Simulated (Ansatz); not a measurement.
**Is this AlCo structure stable?**

It comes from a database structure that was distorted and then relaxed.

Method: Ansatz, DFT PBE, scalar-relativistic, plane waves, PAW. The final run on the 4-atom cell used 420 eV, a Γ-centred 16×16×8 mesh, 0.10 eV smearing and collinear spin.

```
Al Co
1.0
     2.85196    0.00000    0.00000
     0.00000    2.85196    0.00000
     0.00000    0.00000    2.85196
Al Co
1 1
Direct
  0.50000 0.50000 0.50000
  0.00000 0.00000 0.00000
```

Energies over the elements count from the elements' standard structures at the same level, with no fitted energy shifts.

**Question.** These tests were run: energy against the elements; phonons at Γ; elastic tensor. What do they show?

**Answer.**

```csv
test,result
energy against the elements,−0.59 eV/atom
phonons at Γ,lowest optical mode 202 cm⁻¹
elastic tensor,least eigenvalue 140 GPa
```

It fails none of these tests. Competing phases weren't compared here. Phonons away from Γ weren't computed.

The run for the phonons used a 16×16×8 k mesh and Fermi–Dirac smearing of 0.15 eV. The run for the elastic tensor used a 16×16×8 k mesh and Fermi–Dirac smearing of 0.15 eV.
